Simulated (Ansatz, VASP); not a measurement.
Two plane-wave programs on Ge

File INCAR:

```
PREC = Accurate ; ENCUT = 520
EDIFF = 1E-8 ; ISMEAR = -1
SIGMA = 0.05 ; LREAL = False
LASPH = True ; NELM = 100
ALGO = Normal ; ISIF = 2
LWAVE = False ; LCHARG = False
GGA = CA ; LEFG = True
NBANDS = 21
```

File KPOINTS:

```
regular mesh
0
Gamma
  10 10 10
```

Contents of POSCAR:

```
Ge
1.0
    0.0000000000      2.8097843944      2.8097843944
    2.8097843944      0.0000000000      2.8097843944
    2.8097843944      2.8097843944      0.0000000000
Ge
2
Direct
    0.5000000000      0.5000000000      0.5000000000
    0.7500000000      0.7500000000      0.7500000000
```

Input for Ansatz:

```yaml
crystal:
  lattice:
    - [0.0, 2.8097843944, 2.8097843944]
    - [2.8097843944, 0.0, 2.8097843944]
    - [2.8097843944, 2.8097843944, 0.0]
  atoms:
    - { symbol: Ge, position: [0.5, 0.5, 0.5] }
    - { symbol: Ge, position: [0.75, 0.75, 0.75] }
kpoints:
  mp_grid: { grid: [10, 10, 10] }
scf:
  occupations: { method: fermi_dirac, width: 0.05 }
hamiltonian:
  xc: lda
  pseudopotentials: { kind: paw }
output:
  forces: true
  stress: true
  eigenvalues: true
  efg: { contact_densities: true }
```

Change from the starting cell: volume scaled by 0.98, PAW files.

Alike in both runs: task electric field gradients; functional LDA; k mesh 10 × 10 × 10; occupations fermi-dirac, width 0.05 eV; no spin polarisation.

|  | VASP | Ansatz |
| --- | --- | --- |
| version | VASP 6.6.1 | Ansatz 0.2.0 |
| potentials or method | VASP PAW LDA potentials, release 64 (Ge_d) | PAW with Ansatz's default frozen-core files, scalar-relativistic |
| plane-wave cutoff (eV) | 520 | 420 |
| valence electrons in the cell | 28 | 28 |

|  | VASP | Ansatz | Ansatz less VASP |
| --- | --- | --- | --- |
| pressure (GPa) | 0.2 | 0.1 | -0.11 |
| Vzz of the field gradient on the site that differs most (V/Å²) | 0.0 | 0.0 | -0.01 |
